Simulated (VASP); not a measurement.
GaSe:

```xyz
8
Lattice="3.7420 0.0000 0.0000 -1.8710 3.2407 0.0000 0.0000 0.0000 15.9190" Properties=species:S:1:pos:R:3 pbc="T T T"
Ga    0.0000    2.1604    2.8177
Ga    1.8710    1.0802   10.7772
Ga    0.0000    2.1604    5.1418
Ga    1.8710    1.0802   13.1013
Se    0.0000    2.1604    9.5514
Se    1.8710    1.0802    1.5919
Se    0.0000    2.1604   14.3271
Se    1.8710    1.0802    6.3676
```

```yaml
Program: VASP 6.6.1
Task: relaxation of cell and atoms
Functional: PBE
Potentials_or_basis: VASP PAW PBE potentials, release 64 (Ga, Se)
Cutoff: 300 eV
k_mesh: 6 × 6 × 1
Occupations: gaussian, width 0.03 eV
Spin: no spin polarisation
```

At the start: pressure 3.4 GPa; volume 24.13 Å³/atom.

Question: Where does the relaxation end?

Answer: Over 21 steps the energy falls by 41.3 meV/atom and the volume is 28.19 Å³/atom (+16.8 %); space group P6_3/mmc (No. 194, to 0.05 Å).

The path:
```csv
step,energy change (eV),largest force (eV/Å),pressure (GPa),volume (Å³)
1,0.0000,1.1910,3.44,193.04
2,-0.2362,0.2505,-0.33,207.86
3,-0.2447,0.2440,0.17,205.26
4,-0.2595,0.1834,0.08,206.51
5,-0.2679,0.0933,-0.07,208.48
6,-0.2746,0.0972,0.12,208.58
7,-0.2842,0.1819,0.63,208.83
8,-0.2875,0.1638,0.57,209.30
9,-0.2960,0.1093,0.38,210.70
10,-0.3074,0.0528,0.03,213.49
11,-0.3103,0.2258,-0.59,219.11
12,-0.3122,0.1482,-0.36,216.94
13,-0.3161,0.1371,-0.31,217.79
14,-0.3234,0.1054,-0.16,220.16
15,-0.3243,0.0508,0.20,224.81
16,-0.3262,0.0694,0.03,222.57
17,-0.3282,0.0423,0.07,223.12
18,-0.3301,0.0172,0.16,224.38
19,-0.3304,0.0150,-0.04,225.59
20,-0.3305,0.0116,0.00,225.36
21,-0.3305,0.0059,-0.01,225.49
```

Final structure:
```
CELL_PARAMETERS angstrom
3.82533 0.00000 0.00000
-1.91266 3.31283 0.00000
0.00000 0.00000 17.79378
ATOMIC_POSITIONS crystal
Ga 0.33333 0.66667 0.18058
Ga 0.66667 0.33333 0.68058
Ga 0.33333 0.66667 0.31942
Ga 0.66667 0.33333 0.81942
Se 0.33333 0.66667 0.61454
Se 0.66667 0.33333 0.11454
Se 0.33333 0.66667 0.88546
Se 0.66667 0.33333 0.38546
```

Caveat: the volume moved by over 15 % at a fixed basis, so the end points are rough; this functional lacks dispersion, which binds the layers, so the pressure and a relaxed spacing across them are unreliable, and here the layers came unbound; the volume moved by +17 % from the deposited cell, more than functionals usually miss.
